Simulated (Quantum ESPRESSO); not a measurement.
Lu:

```
Lu
1.0
    -1.95411    1.95411    1.95411
     1.95411   -1.95411    1.95411
     1.95411    1.95411   -1.95411
Lu
1
Direct
  0.00000 0.00000 0.00000
```

This isn't the form of Lu at room conditions, which is hcp.

A run of Quantum ESPRESSO 7.5 on this cell left the log below. Logs are shortened: lines on timing, memory, paths and dates and some standing lists are left out, and cuts for length are marked.

```text
This program is part of the open-source Quantum ESPRESSO suite
     for quantum simulation of materials; please cite
         "P. Giannozzi et al., J. Phys.:Condens. Matter 21 395502 (2009);
         "P. Giannozzi et al., J. Phys.:Condens. Matter 29 465901 (2017);
         "P. Giannozzi et al., J. Chem. Phys. 152 154105 (2020);
     in publications or presentations arising from this work. More details at

     file Lu.paw.z_25.atompaw.wentzcovitch.v1.2.upf: wavefunction(s)  6S 0P 5D 0D 0F renormalized
     Message from routine setup:
     using ibrav=0 with symmetry is DISCOURAGED, use correct ibrav instead

     Subspace diagonalization in iterative solution of the eigenvalue problem:
     a serial algorithm will be used

     G-vector sticks info
     --------------------
     sticks:   dense  smooth     PW     G-vecs:    dense   smooth      PW
     Sum        1347     673    241                31317    11033    2347

     Using Slab Decomposition

     bravais-lattice index     =            0
     lattice parameter (alat)  =       6.3960  a.u.
     unit-cell volume          =     201.4196 (a.u.)^3
     number of atoms/cell      =            1
     number of atomic types    =            1
     number of electrons       =        25.00
     number of Kohn-Sham states=           19
     kinetic-energy cutoff     =      55.0000  Ry
     charge density cutoff     =     440.0000  Ry
     scf convergence threshold =      2.0E-10
     mixing beta               =       0.5000
     number of iterations used =            8  plain     mixing
     Exchange-correlation= SLA PW PBX PBC
                           (   1   4   3   4   0   0   0)

     celldm(1)=   6.395991  celldm(2)=   0.000000  celldm(3)=   0.000000
     celldm(4)=   0.000000  celldm(5)=   0.000000  celldm(6)=   0.000000

     crystal axes: (cart. coord. in units of alat)
               a(1) = (  -0.577350   0.577350   0.577350 )
               a(2) = (   0.577350  -0.577350   0.577350 )
               a(3) = (   0.577350   0.577350  -0.577350 )

     reciprocal axes: (cart. coord. in units 2 pi/alat)
               b(1) = (  0.000000  0.866025  0.866025 )
               b(2) = (  0.866025  0.000000  0.866025 )
               b(3) = (  0.866025  0.866025  0.000000 )

     PseudoPot. # 1 for Lu read from file:
     Lu.paw.z_25.atompaw.wentzcovitch.v1.2.upf
     Pseudo is Projector augmented-wave + core cor, Zval = 25.0
     Generated using ATOMPAW code
     Shape of augmentation charge: BESSEL
     Using radial grid of 1118 points,  8 beta functions with:
                l(1) =   0
                l(2) =   0
                l(3) =   1
                l(4) =   1
                l(5) =   2
                l(6) =   2
                l(7) =   3
                l(8) =   3
     Q(r) pseudized with 0 coefficients

     atomic species   valence    mass     pseudopotential
     Lu               25.00   174.96680     Lu( 1.00)

     48 Sym. Ops., with inversion, found

   Cartesian axes

     site n.     atom                  positions (alat units)
         1        Lu     tau(   1) = (   0.0000000   0.0000000   0.0000000  )

     number of k points=    47  Fermi-Dirac smearing, width (Ry)=  0.0037
                       cart. coord. in units 2pi/alat
        k(    1) = (   0.0000000   0.0000000   0.0000000), wk =   0.0020000
        k(    2) = (   0.0866025   0.0866025   0.0000000), wk =   0.0240000
        k(    3) = (   0.1732051   0.1732051   0.0000000), wk =   0.0240000
        k(    4) = (   0.2598076   0.2598076   0.0000000), wk =   0.0240000
        k(    5) = (   0.3464102   0.3464102   0.0000000), wk =   0.0240000
        k(    6) = (  -0.4330127  -0.4330127   0.0000000), wk =   0.0120000
[... 39 lines left out ...]
        k(   46) = (  -0.8660254  -0.0866025  -0.0866025), wk =   0.0240000
        k(   47) = (  -0.8660254  -0.8660254  -0.8660254), wk =   0.0020000

     Dense  grid:    31317 G-vectors     FFT dimensions: (  45,  45,  45)

     Smooth grid:    11033 G-vectors     FFT dimensions: (  32,  32,  32)

     Initial potential from superposition of free atoms

     starting charge      24.9962, renormalised to      25.0000
     Starting wfcs are   32 randomized atomic wfcs
     Checking if some PAW data can be deallocated...

     Self-consistent Calculation

     iteration #  1     ecut=    55.00 Ry     beta= 0.50
     Davidson diagonalization with overlap
     ethr =  1.00E-02,  avg # of iterations =  5.4

     Threshold (ethr) on eigenvalues was too large:
     Diagonalizing with lowered threshold

     Davidson diagonalization with overlap
     ethr =  7.07E-05,  avg # of iterations =  4.4

     total energy              =   -1080.15081384 Ry
     estimated scf accuracy    <       0.01837751 Ry
[... 43 lines left out ...]
     iteration #  8     ecut=    55.00 Ry     beta= 0.50
     Davidson diagonalization with overlap
     ethr =  1.41E-10,  avg # of iterations =  2.9

     End of self-consistent calculation

          k = 0.0000 0.0000 0.0000 (  1409 PWs)   bands (ev):

   -42.5417 -12.9549 -12.9549 -12.9549   7.8489   8.7792   8.7792   8.7792
     8.8680   8.8680   8.8680   8.8836  16.0580  16.0580  16.0580  18.2406
    18.2406  25.4877  25.4877
[... 273 lines left out ...]
   -42.4914 -13.2774 -13.2774 -13.2774   8.7633   8.8190   8.8190   8.8190
     8.8710   8.8710   8.8710  12.5021  12.5021  19.5242  19.5242  19.5242
    20.2887  20.2887  20.2887

     the Fermi energy is    13.9535 ev

!    total energy              =   -1080.15647752 Ry
     total all-electron energy =     -1080.156478 Ry
     estimated scf accuracy    <          2.7E-11 Ry
     smearing contrib. (-TS)   =      -0.00140562 Ry
     internal energy E=F+TS    =   -1080.15507190 Ry

     The total energy is F=E-TS. E is the sum of the following terms:
     one-electron contribution =    -426.47866360 Ry
     hartree contribution      =     188.06722334 Ry
     xc contribution           =     -41.45141677 Ry
     ewald contribution        =    -307.97304399 Ry
     one-center paw contrib.   =    -492.31917088 Ry

     convergence has been achieved in   8 iterations

     Forces acting on atoms (cartesian axes, Ry/au):

     atom    1 type  1   force =     0.00000000    0.00000000    0.00000000

     Total force =     0.000000     Total SCF correction =     0.000000

     Computing stress (Cartesian axis) and pressure

          total   stress  (Ry/bohr**3)                   (kbar)     P=       -4.51
  -0.00003063   0.00000000  -0.00000000           -4.51        0.00       -0.00
   0.00000000  -0.00003063  -0.00000000            0.00       -4.51       -0.00
   0.00000000   0.00000000  -0.00003063            0.00        0.00       -4.51

=------------------------------------------------------------------------------=
   JOB DONE.
=------------------------------------------------------------------------------=
```

Write the input and the command behind it.

Single point with PBE, no spin polarisation. The files as run (others can give the same):

pw.in
```
&CONTROL
  calculation = 'scf'
  prefix = 'pwscf'
  outdir = './tmp'
  pseudo_dir = './pseudo'
  tprnfor = .true.
  tstress = .true.
  disk_io = 'nowf'
/
&SYSTEM
  ibrav = 0
  nat = 1
  ntyp = 1
  ecutwfc = 55
  ecutrho = 440
  nbnd = 19
  occupations = 'smearing'
  smearing = 'fd'
  degauss = 0.00367493
/
&ELECTRONS
  conv_thr = 2d-10
  electron_maxstep = 120
  mixing_beta = 0.5
/
ATOMIC_SPECIES
Lu   174.9668 Lu.paw.z_25.atompaw.wentzcovitch.v1.2.upf
CELL_PARAMETERS angstrom
  -1.9541071088    1.9541071088    1.9541071088
   1.9541071088   -1.9541071088    1.9541071088
   1.9541071088    1.9541071088   -1.9541071088
ATOMIC_POSITIONS crystal
Lu     0.0000000000    0.0000000000    0.0000000000
K_POINTS automatic
10 10 10 0 0 0
```

Potentials or basis: SSSP 1.3 efficiency PBE.
The run is started by
```console
$ OMP_NUM_THREADS=1 pw.x -in pw.in > pw.out
```
